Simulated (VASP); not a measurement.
# Al (Fm-3m) in VASP: single point with PBE

Aim: the single point of Al with PBE.

Everything below comes from runs of VASP 6.6.1. Logs are shortened: lines on timing, memory, paths and dates and some standing lists are left out, and cuts for length are marked.

### 1 The structure

Symmetry: Fm-3m, No. 225, cubic system. Conventional cell: a = 4.039 Å, b = 4.039 Å, c = 4.039 Å, α = 90.00°, β = 90.00°, γ = 90.00°. Al (site symmetry m-3m) has 12 Al at 2.86 Å as nearest neighbours.

### 2 Single point, PBE

Input file INCAR:

```
SYSTEM = Al
  ALGO = Normal
  EDIFF = 1E-6
  ENCUT = 520
  GGA = PE
  ICORELEVEL = 1
  ISIF = 2
  ISMEAR = 1
  LASPH = .True.
  LCHARG = .False.
  LREAL = .False.
  LWAVE = .False.
  NBANDS = 8
  NELM = 80
  PREC = Accurate
  SIGMA = 0.1
```

Input file KPOINTS:

```
k-points
0
Gamma
  13 13 26
  0 0 0
```

Input file POSCAR:

```
Al
1.0
    2.8562036900      0.0000000000      0.0000000000
    0.0000000000      2.8562036900      0.0000000000
    1.4281018500      1.4281018500      2.0196410000
Al
1
Direct
    0.0000000000      0.0000000000      0.0000000000
```

Potentials or basis: VASP PAW PBE potentials, release 64 (Al).

Command:

```bash
> cat potpaw_PBE.64/Al/POTCAR > POTCAR
> mpirun -np 1 vasp_std > vasp.out
```

OUTCAR:

```text
SYSTEM = Al
   EDIFF = 1E-6
   ENCUT = 520
   GGA = PE
   ISIF = 2
   ISMEAR = 1
   LASPH = .True.
   LREAL = .False.
   NELM = 80
   PREC = Accurate

 ion  position               nearest neighbor table
   1  0.000  0.000  0.000-

  LATTYP: Found a face centered cubic cell.
 ALAT       =     4.0392820047

  Lattice vectors:

 A1 = (   1.4281018500,   1.4281018500,   2.0196410000)
 A2 = (   1.4281018500,  -1.4281018400,   2.0196410000)
 A3 = (   2.8562036900,   0.0000000000,   0.0000000000)

Analysis of symmetry for initial positions (statically):
=====================================================================
 Subroutine PRICEL returns:
 Original cell was already a primitive cell.

 Routine SETGRP: Setting up the symmetry group for a
 face centered cubic supercell.

 Subroutine GETGRP returns: Found 48 space group operations
 (whereof 48 operations were pure point group operations)
 out of a pool of 48 trial point group operations.

The static configuration has the point symmetry O_h .

Analysis of symmetry for dynamics (positions and initial velocities):
=====================================================================
 Subroutine PRICEL returns:
 Original cell was already a primitive cell.

 Routine SETGRP: Setting up the symmetry group for a
 face centered cubic supercell.

 Subroutine GETGRP returns: Found 48 space group operations
 (whereof 48 operations were pure point group operations)
 out of a pool of 48 trial point group operations.

The dynamic configuration has the point symmetry O_h .

 Subroutine INISYM returns: Found 48 space group operations
 (whereof 48 operations are pure point group operations),
 and found     1 'primitive' translations

----------------------------------------------------------------------------------------

                                     Primitive cell

  volume of cell :      16.4760

  direct lattice vectors                    reciprocal lattice vectors
     2.856203690  0.000000000  0.000000000     0.350115086  0.000000000 -0.247568752
     0.000000000  2.856203690  0.000000000     0.000000000  0.350115086 -0.247568752
     1.428101850  1.428101850  2.019641000     0.000000000  0.000000000  0.495137502

  length of vectors
     2.856203690  2.856203690  2.856203697     0.428801656  0.428801656  0.495137502

  position of ions in fractional coordinates (direct lattice)
     0.000000000  0.000000000  0.000000000

  ion indices of the primitive-cell ions
   primitive index   ion index
                 1           1

----------------------------------------------------------------------------------------

 KPOINTS: k-points

Automatic generation of k-mesh.
 Grid dimensions read from file:
 generate k-points for:   13   13   26

 Generating k-lattice:

  Cartesian coordinates                     Fractional coordinates (reciprocal lattice)
     0.026931930  0.000000000 -0.019043750     0.076923077  0.000000000  0.000000000
     0.000000000  0.026931930 -0.019043750     0.000000000  0.076923077  0.000000000
     0.000000000  0.000000000  0.019043750     0.000000000  0.000000000  0.038461538

  Length of vectors
     0.032984743  0.032984743  0.019043750

  Shift w.r.t. Gamma in fractional coordinates (k-lattice)
     0.000000000  0.000000000  0.000000000

 -----------------------------------------------------------------------------
|                                                                             |
|           W    W    AA    RRRRR   N    N  II  N    N   GGGG   !!!           |
|           W    W   A  A   R    R  NN   N  II  NN   N  G    G  !!!           |
|           W    W  A    A  R    R  N N  N  II  N N  N  G       !!!           |
|           W WW W  AAAAAA  RRRRR   N  N N  II  N  N N  G  GGG   !            |
|           WW  WW  A    A  R   R   N   NN  II  N   NN  G    G                |
|           W    W  A    A  R    R  N    N  II  N    N   GGGG   !!!           |
|                                                                             |
|     Your reciprocal lattice and k-lattice belong to different lattice       |
|     classes:                                                                |
|                                                                             |
|        The reciprocal lattice is body-centered cubic,                       |
|        whereas your k-lattice is simple tetragonal.                         |
|                                                                             |
|     Results are often still useful ...                                      |
|                                                                             |
 -----------------------------------------------------------------------------

 WARNING: IBZKPT: internal override: KBLOWUP is changed to .FALSE.
      ... skipping the blow-up phase ...

 Subroutine IBZKPT returns following result:
 ===========================================

 Found    280 irreducible k-points:

 Following reciprocal coordinates:
            Coordinates               Weight
  0.000000  0.000000  0.000000      1.000000
  0.076923  0.000000  0.000000      8.000000
  0.153846  0.000000  0.000000      8.000000
  0.230769  0.000000  0.000000      8.000000
  0.307692  0.000000  0.000000      8.000000
  0.384615  0.000000  0.000000      8.000000
[... 16 lines left out ...]
  0.384615  0.153846  0.000000     24.000000
  0.461538  0.153846  0.000000     24.000000
 [... further k-points ...]
   k-points           NKPTS =    280   k-points in BZ     NKDIM =    280   number of bands    NBANDS=      8
   number of dos      NEDOS =    301   number of ions     NIONS =      1
   total plane-waves  NPLWV =  13824
   dimension x,y,z NGX =    24 NGY =   24 NGZ =   24
   dimension x,y,z NGXF=    48 NGYF=   48 NGZF=   48
   ions per type =               1
   NGX,Y,Z   is equivalent  to a cutoff of  13.97, 13.97, 13.97 a.u.
   NGXF,Y,Z  is equivalent  to a cutoff of  27.94, 27.94, 27.94 a.u.
 SYSTEM =  Al
   PREC   = accura    normal or accurate (medium, high low for compatibility)
   ISTART =      0    job   : 0-new  1-cont  2-samecut
   ICHARG =      2    charge: 1-file 2-atom 10-const
   ISPIN  =      1    spin polarized calculation?
   LNONCOLLINEAR =      F non collinear calculations
   LSORBIT =      F    spin-orbit coupling
   LASPH  =      T    aspherical Exc in radial PAW
   ENCUT  =  520.0 eV  38.22 Ry    6.18 a.u.   5.31  5.31  5.31*2*pi/ulx,y,z
   NELM   =     80;   NELMIN=  2; NELMDL= -5     # of ELM steps
   EDIFF  = 0.1E-05   stopping-criterion for ELM
   LREAL  =      F    real-space projection
   EDIFFG = 0.1E-04   stopping-criterion for IOM
   NSW    =      0    number of steps for IOM
   IBRION =     -1    ionic relax: 0-MD 1-quasi-New 2-CG
   NFREE  =      0    steps in history (QN), initial steepest desc. (CG)
   ISIF   =      2    stress and relaxation
   ISYM   =      2    0-nonsym 1-usesym 2-fastsym
   POTIM  = 0.5000    time-step for ionic-motion
   TEBEG  =    0.0;   TEEND  =   0.0 temperature during run
   PSTRESS=    0.0 pullay stress
   NELECT =       3.0000    total number of electrons
   NUPDOWN=      -1.0000    fix difference up-down
   EMIN   =  10.00;   EMAX   =-10.00  energy-range for DOS
   EFERMI =   0.00;   METHOD = LEGACY
   ISMEAR =     1;   SIGMA  =   0.10  broadening in eV -4-tet -1-fermi 0-gaus
   EFERMI_NEDOS =   21; number of points for ismear=-14 and -15
   IALGO  =     38    algorithm
   IMIX   =      4    mixing-type and parameters
     AMIX     =   0.40;   BMIX     =  1.00
     AMIX_MAG =   1.60;   BMIX_MAG =  1.00
  volume/ion in A,a.u.               =      16.48       111.19
  Fermi-wavevector in a.u.,A,eV,Ry     =   0.927893  1.753463 11.714409  0.860985
  Thomas-Fermi vector in A             =   2.054011
   LORBIT       =      0    0 simple, 1 ext, 2 COOP (PROOUT), +10 PAW based schemes
   GGA     = PE    functional components
   LHFCALC =     F    Hartree Fock is set to
   AEXX    =    0.0000 exact exchange contribution
   IVDW    =     0    specifies the selected vdW correction
   LEPSILON=     F    determine dielectric tensor
   LRPA    =     F    only Hartree local field effects (RPA)
 non-spin polarized calculation
 Methfessel and Paxton  Order N= 1 SIGMA  =   0.10
  energy-cutoff  :      520.00
  volume of cell :       16.48
 maximum number of plane-waves:       459
 NGX is ok and might be reduce to    24
   NGX = 11   NGY = 11   NGZ = 11

 number of electron       3.0000000 magnetization

 Free energy of the ion-electron system (eV)
  ---------------------------------------------------
  ext. energy  EPLUGINS =         0.00000000
  ---------------------------------------------------
  free energy    TOTEN  =        -3.74623241 eV

  energy without entropy =       -3.74617604  energy(sigma->0) =       -3.74621362

 the core state eigenenergies are
   1-  1s  -1498.1839  2s    -95.4098  2p    -56.8692

 E-fermi :   7.9837     XC(G=0): -10.2018

 val. band max:        7.9797070693   @ k =  -0.3077  -0.3077   0.1154
 cond. band min:       8.0210984168   @ k =  -0.4615   0.2308   0.0000
 fundamental gap:      0.0413913475
 Fermi energy:         7.9836854139

 k-point     1 :       0.0000    0.0000    0.0000
  band No.  band energies     occupation
      1      -3.1291      2.00000
      2      20.6426      0.00000
      3      20.6426      0.00000
      4      20.6426      0.00000
      5      22.1455      0.00000
      6      22.1455      0.00000
      7      22.1455      0.00000
      8      24.4917      0.00000

 k-point     2 :       0.0769    0.0000    0.0000
  band No.  band energies     occupation
      1      -2.9681      2.00000
      2      18.2847      0.00000
      3      20.1355      0.00000
      4      20.1355      0.00000
      5      22.7975      0.00000
      6      22.9004      0.00000
      7      22.9004      0.00000
      8      26.0856      0.00000

 k-point     3 :       0.1538    0.0000    0.0000
  band No.  band energies     occupation
      1      -2.4863      2.00000
      2      15.1744      0.00000
      3      19.4689      0.00000
      4      19.4689      0.00000
      5      22.6596      0.00000
      6      24.0440      0.00000
      7      24.0440      0.00000
      8      25.3151      0.00000

 k-point     4 :       0.2308    0.0000    0.0000
  band No.  band energies     occupation
      1      -1.6868      2.00000
      2      12.1763      0.00000
      3      19.0096      0.00000
      4      19.0096      0.00000
      5      22.4248      0.00000
      6      23.1348      0.00000
      7      23.1348      0.00000
      8      26.4427      0.00000

 k-point     5 :       0.3077    0.0000    0.0000
  band No.  band energies     occupation
      1      -0.5750      2.00000
      2       9.3876     -0.00000
      3      18.8047      0.00000
      4      18.8047      0.00000
      5      21.7939      0.00000
      6      21.7939      0.00000
      7      22.3381      0.00000
      8      25.7858      0.00000

 k-point     6 :       0.3846    0.0000    0.0000
  band No.  band energies     occupation
      1       0.8419      2.00000
      2       6.8443      2.00000
      3      18.8651      0.00000
      4      18.8651      0.00000
      5      20.6657      0.00000
      6      20.6657      0.00000
      7      22.4885      0.00000
      8      24.5907      0.00000

 k-point     7 :       0.4615    0.0000    0.0000
  band No.  band energies     occupation
      1       2.5531      2.00000
      2       4.5679      2.00000
      3      19.1946      0.00000
      4      19.1946      0.00000
      5      19.7967      0.00000
      6      19.7967      0.00000
      7      22.9067      0.00000
      8      23.6289      0.00000
[... 166 lines left out ...]
 k-point    23 :       0.3846    0.1538    0.0000
  band No.  band energies     occupation
      1       2.5016      2.00000
      2       5.8252      2.00000
      3      13.7612      0.00000
      4      17.3458      0.00000
      5      19.2285      0.00000
      6      22.7640      0.00000
      7      25.5159      0.00000
      8      28.7314      0.00000

 k-point    24 :       0.4615    0.1538    0.0000
  band No.  band energies     occupation
      1       3.7170      2.00000
      2       4.4272      2.00000
      3      14.2858      0.00000
      4      16.6532      0.00000
      5      18.4709      0.00000
      6      23.2671      0.00000
      7      25.9914      0.00000
      8      28.1509      0.00000

 k-point    25 :      -0.4615    0.1538    0.0000
  band No.  band energies     occupation
      1       1.9327      2.00000
      2       6.5858      2.00000
      3      15.1023      0.00000
      4      16.2352      0.00000
      5      17.9973      0.00000
      6      24.0275      0.00000
      7      26.0457      0.00000
      8      27.9075      0.00000

 k-point    26 :      -0.3846    0.1538    0.0000
  band No.  band energies     occupation
      1       0.4230      2.00000
      2       9.0234     -0.00000
      3      16.0918      0.00000
      4      16.2009      0.00000
      5      17.8048      0.00000
      6      24.4075      0.00000
      7      25.0269      0.00000
      8      27.3184      0.00000

 k-point    27 :      -0.3077    0.1538   -0.0000
  band No.  band energies     occupation
      1      -0.7862      2.00000
      2      11.6984      0.00000

------------------------ aborting loop because EDIFF is reached ----------------------------------------

  FORCE on cell =-STRESS in cart. coord.  units (eV):
  Direction    XX          YY          ZZ          XY          YZ          ZX
  --------------------------------------------------------------------------------------
  -------------------------------------------------------------------------------------
  Total        0.0036416      0.0036416      0.0036416      0.0000000      0.0000000      0.0000000
  in kB        0.3541187      0.3541187      0.3541187      0.0000000      0.0000000      0.0000000
  external PRESSURE =       0.3541187 kB  Pullay stress =       0.0000000 kB

 VOLUME and BASIS-vectors are now :
 -----------------------------------------------------------------------------
  energy-cutoff  :      520.00
  volume of cell :       16.48
      direct lattice vectors                 reciprocal lattice vectors
     2.856203690  0.000000000  0.000000000     0.350115086  0.000000000 -0.247568752
     0.000000000  2.856203690  0.000000000     0.000000000  0.350115086 -0.247568752
     1.428101850  1.428101850  2.019641000     0.000000000  0.000000000  0.495137502

 POSITION                                       TOTAL-FORCE (eV/Angst)
 -----------------------------------------------------------------------------------
      0.00000      0.00000      0.00000        -0.000000     -0.000000      0.000000
 -----------------------------------------------------------------------------------
    total drift:                                0.000000      0.000000      0.000000

  FREE ENERGIE OF THE ION-ELECTRON SYSTEM (eV)
  ---------------------------------------------------
  free  energy   TOTEN  =        -3.7462324094 eV

  energy  without entropy=       -3.7461760372  energy(sigma->0) =       -3.74621362
```

Run time: 18 s. Hardware: 1 thread of Intel Xeon Platinum 8259CL at 2.50GHz (Skylake/Cascade Lake), shared host; peak memory 0.15 GiB.

What came out:

```
Free energy            : -3.7462 eV
Pressure               : 0.0 GPa
Band gap on the k mesh : none (metal or under the smearing width)
```

Levels at points of the mesh, in eV from the Fermi level:
```tsv
k point	band 1	band 2	band 3	band 4	band 5
(0.00, 0.00, 0.00)	-11.11	12.66	12.66	12.66	14.16
(0.00, 0.00, 0.50)	-2.90	-1.57	5.29	5.63	5.63
```

Core levels (eV, on the scale of the bands):
| atom | levels |
| --- | --- |
| 1 Al | 1s -1498.2, 2s -95.4, 2p -56.9 |
